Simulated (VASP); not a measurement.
# SnTe (Fm-3m) in VASP: notebook

Runs on SnTe. Level: LDA. Tasks: single point.

Everything below comes from runs of VASP 6.6.1. Logs are shortened: lines on timing, memory, paths and dates and some standing lists are left out, and cuts for length are marked.

**What was measured.**

A printed reference work, textbook reports, for a bulk crystal of SnTe at 300 K: band gap 0.18 eV (direct).

The results are compared with them further down.

**1. The cell of the first run**

Symmetry: Fm-3m, No. 225, cubic system. The conventional cell has a = 6.195 Å, b = 6.195 Å, c = 6.195 Å, α = 90.00°, β = 90.00°, γ = 90.00°. Sn (site symmetry m-3m) has 6 Te at 3.10 Å within 4.1 Å. Te (site symmetry m-3m) has 6 Sn at 3.10 Å within 4.1 Å.

**2. Single point, LDA**

INCAR reads:

```
ALGO     = Normal         # electronic algorithm
EDIFF    = 1E-6           # SCF threshold, eV
ENCUT    = 500            # plane-wave cutoff, eV
GGA_COMPAT= False        
ISIF     = 2              # what is computed and relaxed
ISMEAR   = 0              # smearing method
LASPH    = True           # aspherical terms in the spheres
LCHARG   = True           # write CHGCAR
LELF     = True           # ELF
LREAL    = False          # projectors in reciprocal space
LVHAR    = True         
LWAVE    = False          # write WAVECAR
NBANDS   = 17             # bands
NELM     = 120            # most SCF steps
PREC     = Accurate       # precision mode
SIGMA    = 0.01           # smearing width, eV
```

KPOINTS reads:

```
k-points
0
Gamma
  6 6 6
```

POSCAR reads:

```
SnTe
1.0
    0.0000000000      3.0974354438      3.0974354438
    3.0974354438      0.0000000000      3.0974354438
    3.0974354438      3.0974354438      0.0000000000
Sn Te
1 1
Direct
    0.0000000000      0.0000000000      0.0000000000
    0.5000000000      0.5000000000      0.5000000000
```

Potentials or basis: VASP PAW LDA potentials, release 64 (Sn_d, Te).

Launch:

```console
cat potpaw_LDA.64/Sn_d/POTCAR potpaw_LDA.64/Te/POTCAR > POTCAR
mpirun -np 1 vasp_std > vasp.out
```

OUTCAR:

```text
EDIFF = 1E-6
   ENCUT = 500
   ISIF = 2
   ISMEAR = 0
   LASPH = True
   LREAL = False
   NELM = 120
   PREC = Accurate

 ion  position               nearest neighbor table
   1  0.000  0.000  0.000-   2 3.10   2 3.10   2 3.10   2 3.10   2 3.10   2 3.10
   2  0.500  0.500  0.500-   1 3.10   1 3.10   1 3.10   1 3.10   1 3.10   1 3.10

  LATTYP: Found a face centered cubic cell.
 ALAT       =     6.1948708876

  Lattice vectors:

 A1 = (   0.0000000000,   3.0974354438,   3.0974354438)
 A2 = (   3.0974354438,   0.0000000000,   3.0974354438)
 A3 = (   3.0974354438,   3.0974354438,   0.0000000000)

Analysis of symmetry for initial positions (statically):
=====================================================================
 Subroutine PRICEL returns:
 Original cell was already a primitive cell.

 Routine SETGRP: Setting up the symmetry group for a
 face centered cubic supercell.

 Subroutine GETGRP returns: Found 48 space group operations
 (whereof 48 operations were pure point group operations)
 out of a pool of 48 trial point group operations.

The static configuration has the point symmetry O_h .

Analysis of symmetry for dynamics (positions and initial velocities):
=====================================================================
 Subroutine PRICEL returns:
 Original cell was already a primitive cell.

 Routine SETGRP: Setting up the symmetry group for a
 face centered cubic supercell.

 Subroutine GETGRP returns: Found 48 space group operations
 (whereof 48 operations were pure point group operations)
 out of a pool of 48 trial point group operations.

The dynamic configuration has the point symmetry O_h .

 Subroutine INISYM returns: Found 48 space group operations
 (whereof 48 operations are pure point group operations),
 and found     1 'primitive' translations

----------------------------------------------------------------------------------------

                                     Primitive cell

  volume of cell :      59.4342

  direct lattice vectors                    reciprocal lattice vectors
     0.000000000  3.097435444  3.097435444    -0.161423865  0.161423865  0.161423865
     3.097435444  0.000000000  3.097435444     0.161423865 -0.161423865  0.161423865
     3.097435444  3.097435444  0.000000000     0.161423865  0.161423865 -0.161423865

  length of vectors
     4.380435213  4.380435213  4.380435213     0.279594335  0.279594335  0.279594335

  position of ions in fractional coordinates (direct lattice)
     0.000000000  0.000000000  0.000000000
     0.500000000  0.500000000  0.500000000

  ion indices of the primitive-cell ions
   primitive index   ion index
                 1           1
                 2           2

----------------------------------------------------------------------------------------

 KPOINTS: k-points

Automatic generation of k-mesh.
 Grid dimensions read from file:
 generate k-points for:    6    6    6

 Generating k-lattice:

  Cartesian coordinates                     Fractional coordinates (reciprocal lattice)
    -0.026903977  0.026903977  0.026903977     0.166666667  0.000000000  0.000000000
     0.026903977 -0.026903977  0.026903977     0.000000000  0.166666667  0.000000000
     0.026903977  0.026903977 -0.026903977     0.000000000  0.000000000  0.166666667

  Length of vectors
     0.046599056  0.046599056  0.046599056

  Shift w.r.t. Gamma in fractional coordinates (k-lattice)
     0.000000000  0.000000000  0.000000000

 Subroutine IBZKPT returns following result:
 ===========================================

 Found     16 irreducible k-points:

 Following reciprocal coordinates:
            Coordinates               Weight
  0.000000  0.000000  0.000000      1.000000
  0.166667  0.000000  0.000000      8.000000
  0.333333  0.000000  0.000000      8.000000
  0.500000  0.000000  0.000000      4.000000
  0.166667  0.166667  0.000000      6.000000
  0.333333  0.166667  0.000000     24.000000
[... 8 lines left out ...]
 -0.333333  0.333333  0.166667     24.000000
 -0.333333  0.500000  0.166667     12.000000
   k-points           NKPTS =     16   k-points in BZ     NKDIM =     16   number of bands    NBANDS=     17
   number of dos      NEDOS =    301   number of ions     NIONS =      2
   total plane-waves  NPLWV =  32768
   dimension x,y,z NGX =    32 NGY =   32 NGZ =   32
   dimension x,y,z NGXF=    64 NGYF=   64 NGZF=   64
   ions per type =               1   1
   NGX,Y,Z   is equivalent  to a cutoff of  12.14, 12.14, 12.14 a.u.
   NGXF,Y,Z  is equivalent  to a cutoff of  24.29, 24.29, 24.29 a.u.
 SYSTEM =  unknown system
   PREC   = accura    normal or accurate (medium, high low for compatibility)
   ISTART =      0    job   : 0-new  1-cont  2-samecut
   ICHARG =      2    charge: 1-file 2-atom 10-const
   ISPIN  =      1    spin polarized calculation?
   LNONCOLLINEAR =      F non collinear calculations
   LSORBIT =      F    spin-orbit coupling
   LASPH  =      T    aspherical Exc in radial PAW
   ENCUT  =  500.0 eV  36.75 Ry    6.06 a.u.   7.99  7.99  7.99*2*pi/ulx,y,z
   NELM   =    120;   NELMIN=  2; NELMDL= -5     # of ELM steps
   EDIFF  = 0.1E-05   stopping-criterion for ELM
   LREAL  =      F    real-space projection
   EDIFFG = 0.1E-04   stopping-criterion for IOM
   NSW    =      0    number of steps for IOM
   IBRION =     -1    ionic relax: 0-MD 1-quasi-New 2-CG
   NFREE  =      0    steps in history (QN), initial steepest desc. (CG)
   ISIF   =      2    stress and relaxation
   ISYM   =      2    0-nonsym 1-usesym 2-fastsym
   POTIM  = 0.5000    time-step for ionic-motion
   TEBEG  =    0.0;   TEEND  =   0.0 temperature during run
   PSTRESS=    0.0 pullay stress
   NELECT =      20.0000    total number of electrons
   NUPDOWN=      -1.0000    fix difference up-down
   EMIN   =  10.00;   EMAX   =-10.00  energy-range for DOS
   EFERMI =   0.00;   METHOD = LEGACY
   ISMEAR =     0;   SIGMA  =   0.01  broadening in eV -4-tet -1-fermi 0-gaus
   EFERMI_NEDOS =   21; number of points for ismear=-14 and -15
   IALGO  =     38    algorithm
   IMIX   =      4    mixing-type and parameters
     AMIX     =   0.40;   BMIX     =  1.00
     AMIX_MAG =   1.60;   BMIX_MAG =  1.00
  volume/ion in A,a.u.               =      29.72       200.54
  Fermi-wavevector in a.u.,A,eV,Ry     =   1.138691  2.151814 17.641549  1.296617
  Thomas-Fermi vector in A             =   2.275395
   LORBIT       =      0    0 simple, 1 ext, 2 COOP (PROOUT), +10 PAW based schemes
   GGA     = CA    functional components
   LHFCALC =     F    Hartree Fock is set to
   AEXX    =    0.0000 exact exchange contribution
   IVDW    =     0    specifies the selected vdW correction
   LEPSILON=     F    determine dielectric tensor
   LRPA    =     F    only Hartree local field effects (RPA)
 non-spin polarized calculation
 Gauss-broadening in eV      SIGMA  =   0.01
  energy-cutoff  :      500.00
  volume of cell :       59.43
 maximum number of plane-waves:      1527
   NGX = 15   NGY = 15   NGZ = 15

 number of electron      20.0000000 magnetization

 Free energy of the ion-electron system (eV)
  ---------------------------------------------------
  ext. energy  EPLUGINS =         0.00000000
  ---------------------------------------------------
  free energy    TOTEN  =        -8.82974048 eV

  energy without entropy =       -8.82974048  energy(sigma->0) =       -8.82974048

 E-fermi :   7.3788     XC(G=0):  -9.9679

 val. band max:        7.3150320427   @ k =   0.5000   0.0000   0.0000
 cond. band min:       7.5847581630   @ k =   0.5000   0.0000   0.0000
 fundamental gap:      0.2697261203
 Fermi energy:         7.3787689108

 k-point     1 :       0.0000    0.0000    0.0000
  band No.  band energies     occupation
      1     -14.4427      2.00000
      2     -14.4427      2.00000
      3     -14.4299      2.00000
      4     -14.4299      2.00000
      5     -14.4299      2.00000
      6      -5.8114      2.00000
[... 9 lines left out ...]
     16      12.0850      0.00000
     17      14.0249      0.00000

 k-point     2 :       0.1667    0.0000    0.0000
  band No.  band energies     occupation
      1     -14.4442      2.00000
      2     -14.4442      2.00000
      3     -14.4294      2.00000
      4     -14.4280      2.00000
      5     -14.4280      2.00000
      6      -5.5612      2.00000
[... 9 lines left out ...]
     16      12.6642      0.00000
     17      15.8983      0.00000

 k-point     3 :       0.3333    0.0000    0.0000
  band No.  band energies     occupation
      1     -14.4476      2.00000
      2     -14.4476      2.00000
      3     -14.4285      2.00000
      4     -14.4236      2.00000
      5     -14.4236      2.00000
      6      -4.9006      2.00000
[... 9 lines left out ...]
     16      14.2337      0.00000
     17      18.3389      0.00000

 k-point     4 :       0.5000    0.0000    0.0000
  band No.  band energies     occupation
      1     -14.4495      2.00000
      2     -14.4495      2.00000
      3     -14.4281      2.00000
      4     -14.4213      2.00000
      5     -14.4213      2.00000
      6      -4.3922      2.00000
[... 9 lines left out ...]
     16      16.2879      0.00000
     17      16.2899      0.00000
[... 183 lines left out ...]
      1     -14.4560      2.00000
      2     -14.4430      2.00000
      3     -14.4296      2.00000
      4     -14.4218      2.00000
      5     -14.4198      2.00000
      6      -4.4209      2.00000
[... 9 lines left out ...]
     16      15.7988      0.00000
     17      16.5725      0.00000

 k-point    15 :      -0.3333    0.3333    0.1667
  band No.  band energies     occupation
      1     -14.4567      2.00000
      2     -14.4446      2.00000
      3     -14.4259      2.00000
      4     -14.4247      2.00000
      5     -14.4179      2.00000
      6      -4.0658      2.00000
[... 9 lines left out ...]
     16      17.3361      0.00000
     17      17.4653      0.00000

 k-point    16 :      -0.3333    0.5000    0.1667
  band No.  band energies     occupation
      1     -14.4615      2.00000
      2     -14.4411      2.00000
      3     -14.4304      2.00000
      4     -14.4209      2.00000
      5     -14.4160      2.00000
      6      -3.9669      2.00000
[... 9 lines left out ...]
     16      17.7191      0.00000
     17      18.7036      0.00000

------------------------ aborting loop because EDIFF is reached ----------------------------------------

  FORCE on cell =-STRESS in cart. coord.  units (eV):
  Direction    XX          YY          ZZ          XY          YZ          ZX
  --------------------------------------------------------------------------------------
  -------------------------------------------------------------------------------------
  Total        0.4123897      0.4123897      0.4123897      0.0000000      0.0000000     -0.0000000
  in kB       11.1168469     11.1168469     11.1168469      0.0000000      0.0000000     -0.0000000
  external PRESSURE =      11.1168469 kB  Pullay stress =       0.0000000 kB

 VOLUME and BASIS-vectors are now :
 -----------------------------------------------------------------------------
  energy-cutoff  :      500.00
  volume of cell :       59.43
      direct lattice vectors                 reciprocal lattice vectors
     0.000000000  3.097435444  3.097435444    -0.161423865  0.161423865  0.161423865
     3.097435444  0.000000000  3.097435444     0.161423865 -0.161423865  0.161423865
     3.097435444  3.097435444  0.000000000     0.161423865  0.161423865 -0.161423865

 POSITION                                       TOTAL-FORCE (eV/Angst)
 -----------------------------------------------------------------------------------
      0.00000      0.00000      0.00000        -0.000000     -0.000000     -0.000000
      3.09744      3.09744      3.09744         0.000000      0.000000      0.000000
 -----------------------------------------------------------------------------------
    total drift:                                0.000000     -0.000000     -0.000000

  FREE ENERGIE OF THE ION-ELECTRON SYSTEM (eV)
  ---------------------------------------------------
  free  energy   TOTEN  =        -8.8297404784 eV

  energy  without entropy=       -8.8297404784  energy(sigma->0) =       -8.82974048
```

It took 7.1 s on 1 thread of AMD EPYC 9R45 (Zen 5), shared host; peak memory 0.13 GiB.

Results:

```yaml
Free_energy: -8.8297 eV
Pressure: 1.1 GPa
Band_gap_on_the_k_mesh: 0.27 eV, direct
```

Levels at points of the mesh, in eV from the valence-band top:
```
           k point  band 7  band 8  band 9  band 10  band 11  band 12  band 13  band 14
(0.00, 0.00, 0.00)   -4.50   -2.18   -2.18    -2.18     3.47     3.47     3.47     4.77
(0.50, 0.00, 0.00)   -8.59   -1.81   -1.81     0.00     0.27     0.33     0.33     7.94
(0.50, 0.50, 0.00)   -6.52   -5.86   -3.90    -3.90     2.06     5.19     5.19     6.78
```

Caveat: spin-orbit coupling is left out, which moves the levels of the heavy elements.

**3. Single point, LDA**

This run uses another cell than the first one, of 30.66 Å³/atom, 1.032 times its volume.

INCAR reads:

```
PREC = Accurate
ENCUT = 500
EDIFF = 1E-6
ISMEAR = 0
SIGMA = 0.01
LREAL = F
LASPH = T
NELM = 120
ALGO = Normal
ISIF = 2
LWAVE = F
LCHARG = F
NBANDS = 17
GGA_COMPAT = F
```

KPOINTS reads:

```
regular mesh
0
Gamma
  6 6 6
```

POSCAR reads:

```
SnTe
1.0
    0.0000000000      3.1297027185      3.1297027185
    3.1297027185      0.0000000000      3.1297027185
    3.1297027185      3.1297027185      0.0000000000
Sn Te
1 1
Direct
    0.0000000000      0.0000000000      0.0000000000
    0.5000000000      0.5000000000      0.5000000000
```

Potentials or basis: VASP PAW LDA potentials, release 64 (Sn_d, Te).

Launch:

```console
cat potpaw_LDA.64/Sn_d/POTCAR potpaw_LDA.64/Te/POTCAR > POTCAR
mpirun -np 1 vasp_std > vasp.out
```

Run time: 6.9 s. Hardware: 1 thread of AMD EPYC 9R45 (Zen 5), shared host; peak memory 0.13 GiB.

The run converged. Its results:

```
Free energy            : -8.8332 eV
Pressure               : -0.6 GPa
Band gap on the k mesh : 0.18 eV, direct
```

Levels at points of the mesh, in eV from the valence-band top:
```csv
k point,band 7,band 8,band 9,band 10,band 11,band 12,band 13,band 14
"(0.00, 0.00, 0.00)",-4.65,-2.11,-2.11,-2.11,3.39,3.39,3.39,4.81
"(0.50, 0.00, 0.00)",-8.43,-1.75,-1.75,0.00,0.18,0.37,0.37,7.84
"(0.50, 0.50, 0.00)",-6.51,-5.65,-3.76,-3.76,2.16,5.01,5.01,6.51
```

Caveat: spin-orbit coupling is left out, which moves the levels of the heavy elements.

**4. Single point, LDA**

This run uses another cell than the first one, of 31.59 Å³/atom, 1.063 times its volume.

INCAR reads:

```
SYSTEM = SnTe
ALGO = Normal ; EDIFF = 1E-6
ENCUT = 500 ; GGA_COMPAT = .FALSE.
ISIF = 2 ; ISMEAR = 0
LASPH = .TRUE. ; LCHARG = .FALSE.
LREAL = .FALSE. ; LWAVE = .FALSE.
NBANDS = 17 ; NELM = 120
PREC = Accurate ; SIGMA = 0.01
```

KPOINTS reads:

```
k-points
0
G
  6 6 6
  0 0 0
```

POSCAR reads:

```
SnTe
1.0
    0.0000000000      3.1613180171      3.1613180171
    3.1613180171      0.0000000000      3.1613180171
    3.1613180171      3.1613180171      0.0000000000
Sn Te
1 1
Direct
    0.0000000000      0.0000000000      0.0000000000
    0.5000000000      0.5000000000      0.5000000000
```

Launch:

```console
cat potpaw_LDA.64/Sn_d/POTCAR potpaw_LDA.64/Te/POTCAR > POTCAR
mpirun -np 1 vasp_std > vasp.out
```

Wall time 10 s (1 thread of AMD EPYC 9R45 (Zen 5), shared host); peak memory 0.14 GiB.

It converged, with:

```
Free energy            : -8.8186 eV
Pressure               : -2.0 GPa
Band gap on the k mesh : 0.09 eV, direct
```

Levels at points of the mesh, in eV from the valence-band top:
```
           k point  band 7  band 8  band 9  band 10  band 11  band 12  band 13  band 14
(0.00, 0.00, 0.00)   -4.79   -2.05   -2.05    -2.05     3.31     3.31     3.31     4.84
(0.50, 0.00, 0.00)   -8.28   -1.70   -1.70     0.00     0.09     0.40     0.40     7.75
(0.50, 0.50, 0.00)   -6.50   -5.45   -3.63    -3.63     2.26     4.85     4.85     6.27
```

Caveat: spin-orbit coupling is left out, which moves the levels of the heavy elements.

**5. Single point, LDA**

This run uses another cell than the first one, of 32.53 Å³/atom, 1.095 times its volume.

INCAR reads:

```
PREC = Accurate ; ENCUT = 500
EDIFF = 1E-6 ; ISMEAR = 0
SIGMA = 0.01 ; LREAL = False
LASPH = True ; NELM = 120
ALGO = Normal ; ISIF = 2
LWAVE = False ; LCHARG = False
NBANDS = 17 ; GGA_COMPAT = False
```

KPOINTS reads:

```
Automatic mesh
0
Gamma
  6 6 6
```

POSCAR reads:

```
SnTe
1.0
    0.0000000000      3.1923133075      3.1923133075
    3.1923133075      0.0000000000      3.1923133075
    3.1923133075      3.1923133075      0.0000000000
Sn Te
1 1
Direct
    0.0000000000      0.0000000000      0.0000000000
    0.5000000000      0.5000000000      0.5000000000
```

Launch:

```console
cat potpaw_LDA.64/Sn_d/POTCAR potpaw_LDA.64/Te/POTCAR > POTCAR
mpirun -np 1 vasp_std > vasp.out
```

Run time: 9.9 s. Hardware: 1 thread of AMD EPYC 9R45 (Zen 5), shared host; peak memory 0.15 GiB.

Results (log left out):

* Free energy: -8.7891 eV
* Pressure: -3.1 GPa
* Band gap on the k mesh: 0.01 eV, direct

Levels at points of the mesh, in eV from the valence-band top:
| k point | band 6 | band 7 | band 8 | band 9 | band 10 | band 11 | band 12 | band 13 | band 14 | band 15 |
| --- | --- | --- | --- | --- | --- | --- | --- | --- | --- | --- |
| (0.00, 0.00, 0.00) | -12.51 | -4.91 | -1.99 | -1.99 | -1.99 | 3.23 | 3.23 | 3.23 | 4.87 | 4.87 |
| (0.50, 0.00, 0.00) | -11.32 | -8.15 | -1.65 | -1.65 | 0.00 | 0.01 | 0.42 | 0.42 | 7.66 | 8.59 |
| (0.50, 0.50, 0.00) | -11.06 | -6.49 | -5.26 | -3.51 | -3.51 | 2.35 | 4.69 | 4.69 | 6.03 | 8.97 |

Caveat: spin-orbit coupling is left out, which moves the levels of the heavy elements.

**6. The runs side by side**

| cell | gap on the mesh (eV) | pressure (GPa) |
| --- | --- | --- |
| a = 4.380 Å, angles 60.0°, 2 atoms | 0.27 | 1.1 |
| a = 4.426 Å, angles 60.0°, 2 atoms | 0.18 | -0.6 |
| a = 4.471 Å, angles 60.0°, 2 atoms | 0.09 | -2.0 |
| a = 4.515 Å, angles 60.0°, 2 atoms | 0.01 | -3.1 |

Alike in all rows: task single point; level LDA; potentials or basis VASP PAW LDA potentials, release 64 (Sn_d, Te); no spin polarisation; k mesh 6 × 6 × 6; cutoff (eV) 500; smearing gaussian 0.01 eV.

Caveats: spin-orbit coupling is left out, which moves the levels of the heavy elements.

Absolute energies hang on the potentials; compare differences alone.

**7. Comparison with measurements**

Step 2. Against the measured gap of SnTe, 0.18 eV (direct; 300 K; a printed reference work, textbook), the calculated 0.27 eV is off by +0.09 eV. Spin-orbit coupling on Sn, Te is left out. The value is that of LDA on a finite k mesh, which can miss the band edges, without temperature or zero-point motion.

Step 3. Measured gap of SnTe: 0.18 eV (direct; 300 K; a printed reference work, textbook). This calculation gives 0.18 eV (0.00 eV). Spin-orbit coupling on Sn, Te is left out. The value is that of LDA on a finite k mesh, which can miss the band edges, without temperature or zero-point motion. Semilocal functionals fall short of measured gaps as a rule.

Step 4. Measured gap of SnTe: 0.18 eV (direct; 300 K; a printed reference work, textbook). This calculation gives 0.09 eV (-0.09 eV). Spin-orbit coupling on Sn, Te is left out. The value is that of LDA on a finite k mesh, which can miss the band edges, without temperature or zero-point motion. Semilocal functionals fall short of measured gaps as a rule.
